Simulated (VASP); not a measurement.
Here is a VASP 6.6.1 calculation.

INCAR

```
SYSTEM = CdS
ALGO = Normal
EDIFF = 1E-6
EDIFFG = -0.01
ENCUT = 520
GGA = PE
IBRION = 2
ISIF = 3
ISMEAR = 0
LASPH = .True.
LCHARG = .False.
LREAL = .False.
LWAVE = .False.
NELM = 120
NSW = 90
PREC = Accurate
SIGMA = 0.1
```

Contents of KPOINTS:

```
k-points
0
Gamma
  7 7 4
  0 0 0
```

Contents of POSCAR:

```
CdS
1.0
    4.1500000000      0.0000000000      0.0000000000
   -2.0750000000      3.5940054300      0.0000000000
    0.0000000000      0.0000000000      6.7370000000
Cd S
2 2
Direct
    0.3333333300      0.6666666700      0.0000000000
    0.6666666700      0.3333333300      0.5000000000
    0.3333333300      0.6666666700      0.3750000000
    0.6666666700      0.3333333300      0.8750000000
```

Potentials or basis: VASP PAW PBE potentials, release 64 (Cd, S).

The run is started by

```sh
$ cat potpaw_PBE.64/Cd/POTCAR potpaw_PBE.64/S/POTCAR > POTCAR
$ mpirun -np 1 vasp_std > vasp.out
```

Problem. Predict the band gap on the k mesh.

Solution. 1.10 eV, direct.

Problem. Estimate the space group after relaxing (to 0.05 Å).

Solution. P6_3mc (No. 186).

Final structure:
```
Cd S
1.0
     4.20054    0.00000    0.00000
    -2.10027    3.63778    0.00000
     0.00000    0.00000    6.84606
Cd S
2 2
Direct
  0.33333 0.66667 0.99952
  0.66667 0.33333 0.49952
  0.33333 0.66667 0.37548
  0.66667 0.33333 0.87548
```

A hybrid or GW would open this gap; PBE tends to underestimate it. PBE usually gives volumes a little too large and moduli too small.
